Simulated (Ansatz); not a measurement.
# Yb: the cost of one run

Program: Ansatz 0.2.0. Level of theory: DFT r²SCAN, scalar-relativistic, plane waves, PAW. These are calculated values, not measurements.

## (1) The starting structure

Symmetry: P6_3/mmc, No. 194, hexagonal system. Conventional cell: a = 3.654 Å, b = 3.654 Å, c = 6.037 Å, α = 90.00°, β = 90.00°, γ = 120.00°. Yb (site symmetry -6m2) is surrounded by 12 Yb at 3.65 to 3.68 Å.

As a file:

```cif
data_structure
_symmetry_space_group_name_H-M 'P 1'
_symmetry_Int_Tables_number 1
_cell_length_a 3.6543
_cell_length_b 3.6543
_cell_length_c 6.0371
_cell_angle_alpha 90.000
_cell_angle_beta 90.000
_cell_angle_gamma 120.000
_cell_volume 69.82
loop_
_atom_site_label
_atom_site_type_symbol
_atom_site_fract_x
_atom_site_fract_y
_atom_site_fract_z
_atom_site_occupancy
Yb1 Yb 0.33333 0.66667 0.25000 1
Yb2 Yb 0.66667 0.33333 0.75000 1
```

This cell comes from an earlier session at r²SCAN: 34.909 Å³/atom at 0.00 GPa, on a 14×14×8 mesh.

Volume factors to run: 0.980, 1.020, 0.960, 1.040.

## (2) At 0.980 of the relaxed volume

The input, input.yaml:

```yaml
crystal:
  lattice:
    - [3.6297688481, 0.0, 0.0]
    - [-1.814884424, 3.1434720323, 0.0]
    - [0.0, 0.0, 5.996617051]
  atoms:
    - { symbol: Yb, position: [0.3333333333, 0.6666666667, 0.25] }
    - { symbol: Yb, position: [0.6666666667, 0.3333333333, 0.75] }
basis:
  ecutwfc: 500
  ecutrho_ratio: 4
kpoints:
  mp_grid: { grid: [14, 14, 8] }
hamiltonian:
  xc: r2scan
scf:
  occupations: { method: gaussian, width: 0.05 }
output:
  forces: true
  stress: true
  eigenvalues: true
relax:
  f_tol: 0.01
  max_steps: 40
  cell: { stress_tol: 0.1, fix: [volume] }
```

On the command line:

```console
$ ansatz run input.yaml --threads 2 --pin off --max-ram 5120MiB --backend cpu --events-out ev --progress --plain --runs-dir out
```

What time and memory should one allow on 2 threads of AMD EPYC 9B45 (Zen 5), shared host?

About 15 s, with a peak of 0.73 GiB.
